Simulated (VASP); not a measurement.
A run of VASP 6.6.1 is set up as follows.

File INCAR:

```
PREC     = Accurate       # precision mode
ENCUT    = 600            # plane-wave cutoff, eV
EDIFF    = 1E-6           # SCF threshold, eV
ISMEAR   = -1             # smearing method
SIGMA    = 0.05           # smearing width, eV
LREAL    = False          # projectors in reciprocal space
LASPH    = True           # aspherical terms in the spheres
NELM     = 80             # most SCF steps
ALGO     = Normal         # electronic algorithm
ISIF     = 3              # what is computed and relaxed
LWAVE    = False          # write WAVECAR
LCHARG   = False          # write CHGCAR
IBRION   = 2              # ionic algorithm
NSW      = 40             # ionic steps
EDIFFG   = -0.02          # ionic threshold
PSTRESS  = 20
```

The input KPOINTS:

```
regular mesh
0
Gamma
  7 7 4
```

POSCAR

```
TaN
1.0
    2.9217699809      0.0000000000      0.0000000000
   -1.4608849905      2.5303270275      0.0000000000
    0.0000000000      0.0000000000      5.9165150000
Ta N
2 2
Direct
    0.0000000000      0.0000000000      0.5000000000
    0.0000000000      0.0000000000      0.0000000000
    0.3333333333      0.6666666667      0.2500000000
    0.6666666667      0.3333333333      0.7500000000
```

Potentials or basis: VASP PAW LDA potentials, release 64 (Ta_pv, N).

Run with:

```console
$ cat potpaw_LDA.64/Ta_pv/POTCAR potpaw_LDA.64/N/POTCAR > POTCAR
$ mpirun -np 1 vasp_std > vasp.out
```

**Question.** Estimate the space group after relaxing (to 0.05 Å).

**Answer.** P6_3/mmc (No. 194).

**Question.** Estimate the relaxed cell.

**Answer.** a = 2.868 Å, b = 2.868 Å, c = 5.830 Å, α = 90.00°, β = 90.00°, γ = 120.00°.

Final structure:
```yaml
crystal:
  lattice:
    - [2.86779, 0.00000, 0.00000]
    - [-1.43389, 2.48358, 0.00000]
    - [0.00000, 0.00000, 5.83037]
  atoms:
    - { symbol: Ta, position: [0.00000, 0.00000, 0.50000] }
    - { symbol: Ta, position: [0.00000, 0.00000, 0.00000] }
    - { symbol: N, position: [0.33333, 0.66667, 0.25000] }
    - { symbol: N, position: [0.66667, 0.33333, 0.75000] }
```

Caveat: the cell is relaxed towards a set pressure, so the enthalpy falls and the energy may rise. The run has no spin-orbit coupling, so splittings on Ta are missing.
